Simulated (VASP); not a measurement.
# Si (P6/mmm) in VASP: further runs, part 2 of 2

VASP 6.6.1. The steps go on from the part before.

## (4) Band structure, TPSS

INCAR reads:

```
PREC = Accurate
ENCUT = 520
EDIFF = 1E-6
ISMEAR = -1
SIGMA = 0.05
LREAL = F
LASPH = T
NELM = 60
ALGO = Normal
ISIF = 2
LWAVE = F
LCHARG = F
METAGGA = TPSS
LMIXTAU = T
NBANDS = 11
```

KPOINTS reads:

```
Automatic mesh
0
Gamma
  8 8 10
```

POSCAR reads:

```
Si
1.0
    4.1209500000      0.0000000000      0.0000000000
   -2.0604700000      3.5688500000      0.0000000000
    0.0000000000      0.0000000000      2.6547900000
Si
2
Direct
    0.3333300000      0.6666700000      0.5000000000
    0.6666700000      0.3333300000      0.5000000000
```

KPOINTS_OPT reads:

```
path GMKGALHA,LM,KH
15
line-mode
reciprocal
 0.0000000000  0.0000000000  0.0000000000  G
 0.5000000000  0.0000000000  0.0000000000  M

 0.5000000000  0.0000000000  0.0000000000  M
 0.3333333333  0.3333333333  0.0000000000  K

 0.3333333333  0.3333333333  0.0000000000  K
 0.0000000000  0.0000000000  0.0000000000  G

 0.0000000000  0.0000000000  0.0000000000  G
 0.0000000000  0.0000000000  0.5000000000  A

 0.0000000000  0.0000000000  0.5000000000  A
 0.5000000000  0.0000000000  0.5000000000  L

 0.5000000000  0.0000000000  0.5000000000  L
 0.3333333333  0.3333333333  0.5000000000  H

 0.3333333333  0.3333333333  0.5000000000  H
 0.0000000000  0.0000000000  0.5000000000  A

 0.5000000000  0.0000000000  0.5000000000  L
 0.5000000000  0.0000000000  0.0000000000  M

 0.3333333333  0.3333333333  0.0000000000  K
 0.3333333333  0.3333333333  0.5000000000  H
```

Potentials or basis: VASP PAW PBE potentials, release 64 (Si).

On the command line:

```bash
$ cat potpaw_PBE.64/Si/POTCAR > POTCAR
$ mpirun -np 1 vasp_std > vasp.out
```

OUTCAR:

```text
PREC = Accurate
   ENCUT = 520
   EDIFF = 1E-6
   ISMEAR = -1
   LREAL = F
   LASPH = T
   NELM = 60
   ISIF = 2
   METAGGA = TPSS

 ion  position               nearest neighbor table
   1  0.333  0.667  0.500-   2 2.38   2 2.38   2 2.38
   2  0.667  0.333  0.500-   1 2.38   1 2.38   1 2.38

  LATTYP: Found a hexagonal cell.
 ALAT       =     4.1209500000
 C/A-ratio  =     0.6442179595

  Lattice vectors:

 A1 = (   4.1209500000,   0.0000000000,   0.0000000000)
 A2 = (  -2.0604700000,   3.5688500000,   0.0000000000)
 A3 = (   0.0000000000,   0.0000000000,   2.6547900000)

Analysis of symmetry for initial positions (statically):
=====================================================================
 Subroutine PRICEL returns:
 Original cell was already a primitive cell.

 Routine SETGRP: Setting up the symmetry group for a
 hexagonal supercell.

 Subroutine GETGRP returns: Found  8 space group operations
 (whereof  8 operations were pure point group operations)
 out of a pool of 24 trial point group operations.

The static configuration has the point symmetry D_2h.

Analysis of symmetry for dynamics (positions and initial velocities):
=====================================================================
 Subroutine PRICEL returns:
 Original cell was already a primitive cell.

 Routine SETGRP: Setting up the symmetry group for a
 hexagonal supercell.

 Subroutine GETGRP returns: Found  8 space group operations
 (whereof  8 operations were pure point group operations)
 out of a pool of 24 trial point group operations.

The dynamic configuration has the point symmetry D_2h.

 Subroutine INISYM returns: Found  8 space group operations
 (whereof  8 operations are pure point group operations),
 and found     1 'primitive' translations

----------------------------------------------------------------------------------------

                                     Primitive cell

  volume of cell :      39.0441
[... 115 lines left out ...]
   LHFCALC =     F    Hartree Fock is set to
   AEXX    =    0.0000 exact exchange contribution
   IVDW    =     0    specifies the selected vdW correction
   LEPSILON=     F    determine dielectric tensor
   LRPA    =     F    only Hartree local field effects (RPA)
 non-spin polarized calculation
  energy-cutoff  :      520.00
  volume of cell :       39.04
 maximum number of plane-waves:      1102
   NGX = 15   NGY = 15   NGZ =  9

 number of electron       8.0000000 magnetization

 Free energy of the ion-electron system (eV)
  ---------------------------------------------------
  ext. energy  EPLUGINS =         0.00000000
  ---------------------------------------------------
  free energy    TOTEN  =       -18.81486218 eV

  energy without entropy =      -18.80880194  energy(sigma->0) =      -18.81183206

 E-fermi :   6.1784     XC(G=0):  -9.8057

 val. band max:        6.1429421742   @ k =  -0.1250   0.3750   0.0000
 cond. band min:       6.3119680921   @ k =  -0.3750   0.2500   0.1000
 fundamental gap:      0.1690259178
 Fermi energy:         6.1784435036

 k-point     1 :       0.0000    0.0000    0.0000
  band No.  band energies     occupation
      1      -6.3042      2.00000
      2       3.2459      2.00000
      3       3.2462      2.00000
      4       3.4824      2.00000
      5       7.4327      0.00000
      6       7.4331      0.00000
      7      11.7153      0.00000
      8      12.6683      0.00000
      9      14.9444      0.00000
     10      19.4514      0.00000
     11      21.9777      0.00000
[... 309 lines left out ...]
 k-point    24 :      -0.1250    0.1250    0.1000
  band No.  band energies     occupation
      1      -5.9460      2.00000
      2       1.6330      2.00000
      3       3.1659      2.00000
      4       5.1933      2.00000
      5       7.5771      0.00000
      6       8.1945      0.00000
      7       9.9630      0.00000
      8      13.2946      0.00000
      9      17.0910      0.00000
     10      17.5633      0.00000
     11      19.7130      0.00000

 [... further k-points ...]

------------------------ aborting loop because EDIFF is reached ----------------------------------------

  FORCE on cell =-STRESS in cart. coord.  units (eV):
  Direction    XX          YY          ZZ          XY          YZ          ZX
  --------------------------------------------------------------------------------------
  -------------------------------------------------------------------------------------
  Total       -0.3412822     -0.3407342     -0.2601781      0.0004745      0.0000000      0.0000000
  in kB      -14.0045271    -13.9820401    -10.6764168      0.0194726      0.0000000      0.0000000
  external PRESSURE =     -12.8876614 kB  Pullay stress =       0.0000000 kB

 VOLUME and BASIS-vectors are now :
 -----------------------------------------------------------------------------
  energy-cutoff  :      520.00
  volume of cell :       39.04
      direct lattice vectors                 reciprocal lattice vectors
     4.120950000  0.000000000  0.000000000     0.242662493  0.140100813  0.000000000
    -2.060470000  3.568850000  0.000000000     0.000000000  0.280202306  0.000000000
     0.000000000  0.000000000  2.654790000     0.000000000  0.000000000  0.376677628

 POSITION                                       TOTAL-FORCE (eV/Angst)
 -----------------------------------------------------------------------------------
     -0.00002      2.37925      1.32740         0.000435     -0.000251      0.000000
      2.06050      1.18960      1.32740        -0.000435      0.000251      0.000000
 -----------------------------------------------------------------------------------
    total drift:                                0.000000     -0.000000     -0.000000

  FREE ENERGIE OF THE ION-ELECTRON SYSTEM (eV)
  ---------------------------------------------------
  free  energy   TOTEN  =       -18.8148621815 eV

  energy  without entropy=      -18.8088019409  energy(sigma->0) =      -18.81183206
```

stdout:

```text
POSCAR found type information on POSCAR Si
 POSCAR found :  1 types and       2 ions
 scaLAPACK will be used
 -----------------------------------------------------------------------------
|                                                                             |
|                                                                             |
|     You enforced a specific xc type in the INCAR file but a different       |
|     I HOPE YOU KNOW WHAT YOU ARE DOING!                                     |
|                                                                             |
 -----------------------------------------------------------------------------

 LDA part: xc-table for (None), standard interpolation
 POSCAR, INCAR and KPOINTS ok, starting setup
 FFT: planning ... GRIDC
 FFT: planning ... GRID_SOFT
 FFT: planning ... GRID
 WAVECAR not read
 entering main loop
 Start KPOINTS_OPT (optional k-point list driver)
k-point batch [1-126\135]
k-point batch [127-135\135]
```

Run time: 2.1 min. Hardware: 1 thread of Intel Xeon Platinum 8488C (Sapphire Rapids), shared host; peak memory 0.21 GiB.

What came out:

| Quantity | Value |
| --- | --- |
| Free energy | -18.8149 eV |
| Pressure | -1.3 GPa |
| Band gap along the path | none (metal or under the smearing width) |

Levels at the corners of the path, in eV from the Fermi level:
```tsv
point	band 2	band 3	band 4	band 5	band 6	band 7
Γ	-2.93	-2.93	-2.70	1.25	1.25	5.54
M	-8.91	-4.13	-1.33	6.23	7.03	7.27
M	-8.91	-4.13	-1.33	6.23	7.03	7.27
K	-9.69	-5.63	3.06	3.06	3.95	8.72
K	-9.69	-5.63	3.06	3.06	3.95	8.72
Γ	-2.93	-2.93	-2.70	1.25	1.25	5.54
Γ	-2.93	-2.93	-2.70	1.25	1.25	5.54
A	-5.93	-0.22	-0.22	1.26	3.40	4.36
A	-5.93	-0.22	-0.22	1.26	3.40	4.36
L	-5.07	-4.26	-2.60	-1.26	2.98	3.93
L	-5.07	-4.26	-2.60	-1.26	2.98	3.93
H	-5.76	-3.42	-3.42	-2.48	2.08	7.06
H	-5.76	-3.42	-3.42	-2.48	2.08	7.06
A	-5.93	-0.22	-0.22	1.26	3.40	4.36
L	-5.07	-4.26	-2.60	-1.26	2.98	3.93
M	-8.91	-4.13	-1.33	6.23	7.03	7.27
K	-9.69	-5.63	3.06	3.06	3.95	8.72
H	-5.76	-3.42	-3.42	-2.48	2.08	7.06
```

Caveat: the PAW data sets were made with another functional, which shifts forces and pressure a little.

## (5) Band structure, r2SCAN50

POSCAR is that of step 4.

INCAR.step1 reads:

```
SYSTEM = Si
ALGO = Normal
EDIFF = 1E-5
ENCUT = 520
GGA = PE
ISIF = 2
ISMEAR = -1
LASPH = .TRUE.
LCHARG = .FALSE.
LREAL = .FALSE.
LWAVE = .TRUE.
NBANDS = 11
NELM = 60
PREC = Accurate
SIGMA = 0.05
```

INCAR.step2 reads:

```
SYSTEM = Si
AEXX = 0.5
ALGO = Normal
EDIFF = 1E-7
ENCUT = 520
HFRCUT = -1
ISIF = 2
ISMEAR = -1
ISTART = 1
LASPH = .TRUE.
LCHARG = .FALSE.
LHFCALC = .TRUE.
LMIXTAU = .TRUE.
LREAL = .FALSE.
LWAVE = .FALSE.
METAGGA = R2SCAN
NBANDS = 11
NELM = 60
PREC = Accurate
PRECFOCK = Normal
SIGMA = 0.05
```

KPOINTS reads:

```
k-points
0
G
  4 4 5
  0 0 0
```

KPOINTS_OPT: that of step 4 with these lines changed.

```diff
@@ -1,3 +1,3 @@
 path GMKGALHA,LM,KH
-15
+12
 line-mode
```

On the command line:

```bash
$ cat potpaw_PBE.64/Si/POTCAR > POTCAR
$ cp INCAR.step1 INCAR
$ mpirun -np 1 vasp_std > vasp.out
$ cp INCAR.step2 INCAR
$ mpirun -np 1 vasp_std > vasp.out
```

It took 13 min on 1 thread of Intel Xeon 6975P-C (Granite Rapids), shared host; peak memory 0.2 GiB.

Results (log left out):

```yaml
Free_energy: -18.5340 eV
Pressure: -5.6 GPa
Band_gap_along_the_path: none (metal or under the smearing width)
```

Stress tensor (GPa, compression positive):
```
 -1.39   0.00   0.00
  0.00  -1.39   0.00
  0.00   0.00 -14.00
```

Levels at the corners of the path, in eV from the Fermi level:
```
point  band 1  band 2  band 3  band 4  band 5  band 6  band 7  band 8
    Γ  -16.91   -4.84   -4.84   -4.24    2.39    2.39    7.25    8.84
    M  -14.57  -12.46   -6.31   -2.22    8.42    9.24    9.58   10.46
    M  -14.57  -12.46   -6.31   -2.22    8.42    9.24    9.58   10.46
    K  -13.31  -13.31   -8.10    4.80    4.80    5.71   11.35   11.35
    K  -13.31  -13.31   -8.10    4.80    4.80    5.71   11.35   11.35
    Γ  -16.91   -4.84   -4.84   -4.24    2.39    2.39    7.25    8.84
    Γ  -16.91   -4.84   -4.84   -4.24    2.39    2.39    7.25    8.84
    A  -11.78   -8.65   -1.29   -1.29    2.62    5.01    6.26    6.26
    A  -11.78   -8.65   -1.29   -1.29    2.62    5.01    6.26    6.26
    L   -9.44   -7.49   -6.48   -4.21   -2.68    4.57    5.33    6.86
    L   -9.44   -7.49   -6.48   -4.21   -2.68    4.57    5.33    6.86
    H   -8.33   -8.33   -5.52   -5.52   -4.20    3.22    9.24    9.49
    H   -8.33   -8.33   -5.52   -5.52   -4.20    3.22    9.24    9.49
    A  -11.78   -8.65   -1.29   -1.29    2.62    5.01    6.26    6.26
    L   -9.44   -7.49   -6.48   -4.21   -2.68    4.57    5.33    6.86
    M  -14.57  -12.46   -6.31   -2.22    8.42    9.24    9.58   10.46
    K  -13.31  -13.31   -8.10    4.80    4.80    5.71   11.35   11.35
    H   -8.33   -8.33   -5.52   -5.52   -4.20    3.22    9.24    9.49
```

Caveat: the k mesh is coarse (spacing up to 0.47 Å⁻¹), so the values aren't converged, least of all with exact exchange; the PAW data sets were made with another functional, which shifts forces and pressure a little.

## (6) Band structure, LAK

INCAR reads:

```
ALGO = Normal ; EDIFF = 1E-7
ENCUT = 520 ; ISIF = 2
ISMEAR = -1 ; LASPH = T
LCHARG = F ; LMIXTAU = T
LREAL = F ; LWAVE = F
METAGGA = LAK ; NBANDS = 11
NELM = 60 ; PREC = Accurate
SIGMA = 0.05
```

KPOINTS reads:

```
k-points
0
Gamma
  8 8 10
```

POSCAR is that of step 5.

KPOINTS_OPT: that of step 5 with these lines changed.

```diff
@@ -1,3 +1,3 @@
 path GMKGALHA,LM,KH
-12
+15
 line-mode
```

Potentials or basis: VASP PAW PBE potentials, release 64 (Si).

On the command line:

```bash
$ cat potpaw_PBE.64/Si/POTCAR > POTCAR
$ mpirun -np 1 vasp_std > vasp.out
```

Wall time 98 s (1 thread of Intel Xeon 6975P-C (Granite Rapids), shared host); peak memory 0.2 GiB.

It converged, with:

| Item | Value |
| --- | --- |
| Free energy | -7.4987 eV |
| Pressure | -1.1 GPa |
| Band gap along the path | none (metal or under the smearing width) |

Stress tensor (GPa, compression positive):
```
-1.27  0.00  0.00
 0.00 -1.27  0.00
 0.00  0.00 -0.88
```

Levels at the corners of the path, in eV from the Fermi level:
| point | band 1 | band 2 | band 3 | band 4 | band 5 | band 6 | band 7 | band 8 | band 9 |
| --- | --- | --- | --- | --- | --- | --- | --- | --- | --- |
| Γ | -13.33 | -3.44 | -3.44 | -2.82 | 1.32 | 1.32 | 6.05 | 6.87 | 9.50 |
| M | -11.41 | -9.56 | -4.63 | -1.24 | 6.45 | 7.44 | 7.65 | 8.45 | 8.56 |
| M | -11.41 | -9.56 | -4.63 | -1.24 | 6.45 | 7.44 | 7.65 | 8.45 | 8.56 |
| K | -10.42 | -10.42 | -6.02 | 3.17 | 3.17 | 4.25 | 9.28 | 9.28 | 10.64 |
| K | -10.42 | -10.42 | -6.02 | 3.17 | 3.17 | 4.25 | 9.28 | 9.28 | 10.64 |
| Γ | -13.33 | -3.44 | -3.44 | -2.82 | 1.32 | 1.32 | 6.05 | 6.87 | 9.50 |
| Γ | -13.33 | -3.44 | -3.44 | -2.82 | 1.32 | 1.32 | 6.05 | 6.87 | 9.50 |
| A | -9.12 | -6.49 | -0.55 | -0.55 | 1.11 | 3.98 | 4.47 | 4.47 | 5.49 |
| A | -9.12 | -6.49 | -0.55 | -0.55 | 1.11 | 3.98 | 4.47 | 4.47 | 5.49 |
| L | -7.15 | -5.47 | -4.78 | -2.96 | -1.62 | 3.24 | 4.08 | 5.61 | 10.64 |
| L | -7.15 | -5.47 | -4.78 | -2.96 | -1.62 | 3.24 | 4.08 | 5.61 | 10.64 |
| H | -6.20 | -6.20 | -3.88 | -3.88 | -2.83 | 2.38 | 7.37 | 7.67 | 7.67 |
| H | -6.20 | -6.20 | -3.88 | -3.88 | -2.83 | 2.38 | 7.37 | 7.67 | 7.67 |
| A | -9.12 | -6.49 | -0.55 | -0.55 | 1.11 | 3.98 | 4.47 | 4.47 | 5.49 |
| L | -7.15 | -5.47 | -4.78 | -2.96 | -1.62 | 3.24 | 4.08 | 5.61 | 10.64 |
| M | -11.41 | -9.56 | -4.63 | -1.24 | 6.45 | 7.44 | 7.65 | 8.45 | 8.56 |
| K | -10.42 | -10.42 | -6.02 | 3.17 | 3.17 | 4.25 | 9.28 | 9.28 | 10.64 |
| H | -6.20 | -6.20 | -3.88 | -3.88 | -2.83 | 2.38 | 7.37 | 7.67 | 7.67 |

Caveat: the PAW data sets were made with another functional, which shifts forces and pressure a little.

## (7) The runs side by side

```tsv
level	k mesh	grid for exact exchange (PRECFOCK)	exchange at q = 0	mesh quality	pressure (GPa)
SCAN	8 × 8 × 10	-	-	not flagged	-2.3
rSCAN	8 × 8 × 10	-	-	not flagged	-1.4
TPSS	8 × 8 × 10	-	-	not flagged	-1.3
r2SCAN50	4 × 4 × 5	Normal	truncated	coarse	-5.6
LAK	8 × 8 × 10	-	-	not flagged	-1.1
```

Alike in all rows: task band structure; potentials or basis VASP PAW PBE potentials, release 64 (Si); no spin polarisation; cell as given; cutoff (eV) 520; smearing fermi-dirac 0.05 eV.

Caveats: some runs use coarse meshes; the PAW data sets were made with another functional, which shifts forces and pressure a little.

Absolute energies hang on the potentials; compare differences alone.
